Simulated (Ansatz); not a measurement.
**Sb (buckled honeycomb monolayer, one sheet): from bands to localised orbitals**

Where do the localised orbitals of Sb (buckled honeycomb monolayer, one sheet) sit, how far are they spread, and how do the settings change that? The runs, in order: PBE, valence s p on half of the atoms, 6×6×1; PBE, all s p, disentangled, 6×6×1; r2SCAN, valence s p on half of the atoms, 6×6×1; r2SCAN, all s p, disentangled, 6×6×1; PBE with spin-orbit coupling, valence s p on half of the atoms, 6×6×1; PBE with spin-orbit coupling, all s p, disentangled, 6×6×1 (level, trial orbitals, Wannier mesh).

Program: Ansatz 0.2.0. Level of theory: plane waves, PAW. These are calculated values, not measurements.

1 further run of the same task is left out (it didn't finish).

## Step 1: The starting structure

Symmetry: P-3m1, No. 164, trigonal system. Conventional cell: a = 4.105 Å, b = 4.105 Å, c = 26.855 Å, α = 90.00°, β = 90.00°, γ = 120.00°. Sb (site symmetry 3m) is surrounded by 3 Sb at 2.87 Å.

Structure file:

```xyz
2
Lattice="4.1052 0.0000 0.0000 -2.0526 3.5552 0.0000 0.0000 0.0000 26.8552" Properties=species:S:1:pos:R:3 pbc="T T T"
Sb    0.0000    2.3701    8.4589
Sb    2.0526    1.1851   10.0688
```

The cell was relaxed beforehand with r2SCAN; those runs aren't shown. The cell holds one sheet and vacuum, and is periodic in the plane alone; ε, where given, is a mean over the whole height of the cell, so ε₂ and ε₁ − 1 scale inversely with that height and aren't the sheet's own values. Spin-orbit coupling, which matters for Sb, is in the runs so named alone.

## Step 2: PBE, valence s p on half of the atoms, 6×6×1

File input.yaml:

```yaml
crystal:
  lattice:
    - [4.1051829493, 0.0, 0.0]
    - [-2.0525914747, 3.5551927213, 0.0]
    - [0.0, 0.0, 26.8552477996]
  atoms:
    - { symbol: Sb, position: [0.3333333333, 0.6666666667, 0.3149797942] }
    - { symbol: Sb, position: [0.6666666667, 0.3333333333, 0.3749272228] }
  periodic: [true, true, false]
kpoints:
  mp_grid: { grid: [6, 6, 1] }
  band_path:
    path:
      - [0, 0, 0]
      - [0.5, 0, 0]
      - [0.3333333333333, 0.3333333333333, 0]
      - [0, 0, 0]
    npoints: 10
hamiltonian:
  xc: pbe
scf:
  occupations: { method: fixed }
  n_extra_bands: 6
output:
  forces: false
  stress: false
  eigenvalues: true
  wannier:
    kmesh: [6, 6, 1]
    projections: [{ site: 0, l: s, shell: 5 }, { site: 0, l: p, shell: 5 }]
    minimise: true
    write_hr: true
    conv_tol: 1.0e-08
    max_iter: 3000
```

Further steps of the session: PBE, all s p, disentangled, 6×6×1; r2SCAN, valence s p on half of the atoms, 6×6×1; r2SCAN, all s p, disentangled, 6×6×1; PBE with spin-orbit coupling, valence s p on half of the atoms, 6×6×1; PBE with spin-orbit coupling, all s p, disentangled, 6×6×1.

**Question.** What will the summary of the whole plan be? Wanted: total spread, PBE, valence s p on half of the atoms, 6×6×1; total spread, PBE, all s p, disentangled, 6×6×1; total spread, r2SCAN, valence s p on half of the atoms, 6×6×1; total spread, r2SCAN, all s p, disentangled, 6×6×1; total spread, PBE with spin-orbit coupling, valence s p on half of the atoms, 6×6×1; total spread, PBE with spin-orbit coupling, all s p, disentangled, 6×6×1; centres of the first set.

As calculated:

```
                                                                           quantity                                 value
                         total spread, PBE, valence s p on half of the atoms, 6×6×1             10.52 Å² over 4 functions
                                    total spread, PBE, all s p, disentangled, 6×6×1             17.30 Å² over 8 functions
                      total spread, r2SCAN, valence s p on half of the atoms, 6×6×1             10.22 Å² over 4 functions
                                 total spread, r2SCAN, all s p, disentangled, 6×6×1             16.72 Å² over 8 functions
total spread, PBE with spin-orbit coupling, valence s p on half of the atoms, 6×6×1             21.20 Å² over 8 functions
           total spread, PBE with spin-orbit coupling, all s p, disentangled, 6×6×1            34.48 Å² over 16 functions
                                                           centres of the first set  0.39 to 1.41 Å from the nearest atom
```

**Reading.** With PBE, valence s p on half of the atoms, 6×6×1 the 4 functions move off the atoms, with a mean spread of 2.63 Å²; 93 % of the total is gauge invariant. On one set and mesh the functional gives 10.52 (PBE), 10.22 (r2SCAN) Å². The disentangled models miss some band by up to 0.5 eV, which may lie outside their frozen windows.
